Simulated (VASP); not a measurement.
Write the native input for VASP 6.6.1 that does the following.

```yaml
Task: single point
Functional: PBE
Potentials_or_basis: VASP PAW PBE potentials, release 64 (K_sv, Ta_pv, O)
Cutoff: 520 eV
k_mesh: 6 × 6 × 6
Occupations: fermi-dirac, width 0.02 eV
Spin: no spin polarisation
Dipole_correction: no
Further_INCAR_settings: ALGO = Normal; EDIFF = 1e-06; NBANDS = 27
```

The structure of KTaO3 lies in POSCAR:

```
KTaO3
1.0
    3.9901311030      0.0000000000      0.0000000000
    0.0000000000      3.9901311030      0.0000000000
    0.0000000000      0.0000000000      3.9901311030
K Ta O
1 1 3
Direct
    0.0000000000      0.0000000000      0.0000000000
    0.5000000000      0.5000000000      0.5000000000
    0.5000000000      0.5000000000      0.0000000000
    0.5000000000      0.0000000000      0.5000000000
    0.0000000000      0.5000000000      0.5000000000
```

The cell was built by a generator and needn't be a form met in nature.

The input as run:

INCAR

```
PREC = Accurate
ENCUT = 520
EDIFF = 1E-6
ISMEAR = -1
SIGMA = 0.02
LREAL = F
LASPH = T
NELM = 80
ALGO = Normal
ISIF = 2
LWAVE = F
LCHARG = F
GGA = PE
NBANDS = 27
```

KPOINTS

```
regular mesh
0
Gamma
  6 6 6
```

Potentials or basis: VASP PAW PBE potentials, release 64 (K_sv, Ta_pv, O).

Launch:

```sh
$ cat potpaw_PBE.64/K_sv/POTCAR potpaw_PBE.64/Ta_pv/POTCAR potpaw_PBE.64/O/POTCAR > POTCAR
$ mpirun -np 1 vasp_std > vasp.out
```

It gave:

```json
{
  "Pressure": "5.8 GPa",
  "Band gap on the k mesh": "2.17 eV, indirect (least direct gap 2.79 eV)"
}
```

Caveat: spin-orbit coupling is left out, which moves the levels of the heavy elements.

Wall time 63 s on 1 thread of Intel(R) Xeon(R) Platinum 8175M CPU @ 2.50GHz (Skylake/Cascade Lake), with other jobs on the host, peak memory 0.18 GiB.
